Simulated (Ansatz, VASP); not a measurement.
## Two plane-wave programs on MnO2

```
CELL_PARAMETERS angstrom
4.39600 0.00000 0.00000
0.00000 4.39600 0.00000
0.00000 0.00000 2.87100
ATOMIC_POSITIONS crystal
Mn 0.00000 0.00000 0.00000
Mn 0.50000 0.50000 0.50000
O 0.30200 0.30200 0.00000
O 0.19800 0.80200 0.50000
O 0.69800 0.69800 0.00000
O 0.80200 0.19800 0.50000
```

Change from the starting cell: moments +- scaled by 0.5, plain SCF.

Alike in both runs: task single point; functional PBE; k mesh 5 × 5 × 8; occupations fermi-dirac, width 0.05 eV; collinear spin.

|  | VASP | Ansatz |
| --- | --- | --- |
| version | VASP 6.6.1 | Ansatz 0.2.0 |
| potentials or method | VASP PAW PBE potentials, release 64 (Mn_pv, O) | PAW, plane waves, scalar-relativistic |
| plane-wave cutoff (eV) | 520 | 420 |
| valence electrons in the cell | 50 | 54 |

|  | VASP | Ansatz | Ansatz less VASP |
| --- | --- | --- | --- |
| pressure (GPa) | 3.2 | 2.2 | -0.94 |
| largest component of the traceless stress (GPa) | 1.99 | 2.09 | +0.099 |
| rms of the force components (eV/Å) | 0.159 | 0.171 | +0.0124 |
| net moment per atom (μB) | 0.00 | 0.00 | 0.000 |
| size of the moment on the site where the two differ most (μB) | 2.49 | 2.21 | -0.286 |

Site moments also hang on the region over which each program counts them. Atom by atom the forces differ by 0.012 eV/Å (rms over components). The functional is the same, so the differences come from potentials, cutoffs and numerics. The two sets of potentials don't hold the same shells in valence.
